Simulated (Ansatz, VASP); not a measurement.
## Two plane-wave programs on GaP

```
CELL_PARAMETERS angstrom
0.00000 2.69505 2.69505
2.69505 0.00000 2.69505
2.69505 2.69505 0.00000
ATOMIC_POSITIONS crystal
Ga 0.00000 0.00000 0.00000
P 0.75000 0.75000 0.75000
```

Alike in both runs: task single point; functional PBEsol; k mesh 10 × 10 × 10; occupations gaussian, width 0.05 eV; no spin polarisation.

|  | VASP | Ansatz |
| --- | --- | --- |
| version | VASP 6.6.1 | Ansatz 0.2.0 |
| potentials or method | VASP PAW PBE potentials, release 64 (Ga_d, P) | scalar-relativistic, plane waves, PAW |
| plane-wave cutoff (eV) | 520 | 420 |
| valence electrons in the cell | 18 | 18 |

```csv
,VASP,Ansatz,Ansatz less VASP
gap on the k mesh at the Fermi level (eV),1.42,1.42,-0.002
least direct gap on the mesh (eV),2.03,2.02,-0.008
pressure (GPa),2.3,2.4,+0.12
```

Ansatz warned: «pseudo_functional_mismatch».

Caveats: the PAW data sets were made with another functional, which shifts forces and pressure a little (VASP). A k mesh can miss the band edges.
